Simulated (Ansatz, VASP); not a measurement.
## One calculation of SiC, two programs

The input POSCAR:

```
SiC
1.0
    0.0000000000      2.1780497564      2.1780497564
    2.1146685085      0.0000000000      2.1780497564
    2.1146685085      2.1780497564      0.0000000000
Si C
1 1
Direct
    0.2500000000      0.2500000000      0.2500000000
    0.0000000000      0.0000000000      0.0000000000
```

Contents of INCAR.step1:

```
SYSTEM = SiC
PREC = Accurate ; ENCUT = 520
ISMEAR = 0 ; SIGMA = 0.01
LREAL = .FALSE. ; LASPH = .TRUE.
NELM = 80 ; NBANDS = 11
GGA = PE ; ALGO = Normal
EDIFF = 1E-4 ; LWAVE = .TRUE.
LCHARG = .FALSE.
```

File INCAR.step2:

```
SYSTEM = SiC
PREC = Accurate ; ENCUT = 520
EDIFF = 1E-6 ; ISMEAR = 0
SIGMA = 0.01 ; LREAL = .FALSE.
LASPH = .TRUE. ; NELM = 80
ALGO = Normal ; ISIF = 2
LWAVE = .FALSE. ; LCHARG = .FALSE.
METAGGA = R2SCAN ; LMIXTAU = .TRUE.
NBANDS = 11 ; ISTART = 1
```

The input KPOINTS:

```
regular mesh
0
G
  10 10 10
  0 0 0
```

Input for Ansatz:

```yaml
crystal:
  lattice:
    - [0.0, 2.1780497564, 2.1780497564]
    - [2.1146685085, 0.0, 2.1780497564]
    - [2.1146685085, 2.1780497564, 0.0]
  atoms:
    - { symbol: Si, position: [0.25, 0.25, 0.25] }
    - { symbol: C, position: [0.0, 0.0, 0.0] }
kpoints:
  mp_grid: { grid: [10, 10, 10] }
  band_path:
    path:
      - [0.0, 0.0, 0.0]
      - [-0.5, -0.5, 0.0]
      - [-0.375, -0.375, 0.25]
      - [-0.375, 0.0, 0.375]
      - [0.0, 0.0, 0.5]
      - [-0.5, -0.25, 0.25]
      - [0.0, 0.5, 0.5]
    npoints: 1
hamiltonian:
  xc: r2scan
scf:
  occupations: { method: fixed }
  n_extra_bands: 4
output:
  forces: true
  stress: true
  eigenvalues: true
  write_density: true
  write_potential: true
  elf: true
  volumetric_format: npy
```

Change from the starting cell: uniaxial_x strain -2.9%.

Alike in both runs: task single point; functional r2SCAN; k mesh 10 × 10 × 10; no spin polarisation.

|  | VASP | Ansatz |
| --- | --- | --- |
| version | VASP 6.6.1 | Ansatz 0.2.0 |
| potentials or method | VASP PAW PBE potentials, release 64 (Si, C) | plane waves, PAW |
| plane-wave cutoff (eV) | 520 | 500 |
| occupations | gaussian, width 0.01 eV | fixed |
| valence electrons in the cell | 8 | 8 |

```tsv
	VASP	Ansatz	Ansatz less VASP
gap on the k mesh at the Fermi level (eV)	1.39	1.37	-0.011
pressure (GPa)	6.9	7.1	+0.21
largest component of the traceless stress (GPa)	5.22	5.19	-0.027
```

Caveats: the PAW data sets were made with another functional, which shifts forces and pressure a little (VASP). A k mesh can miss the band edges.
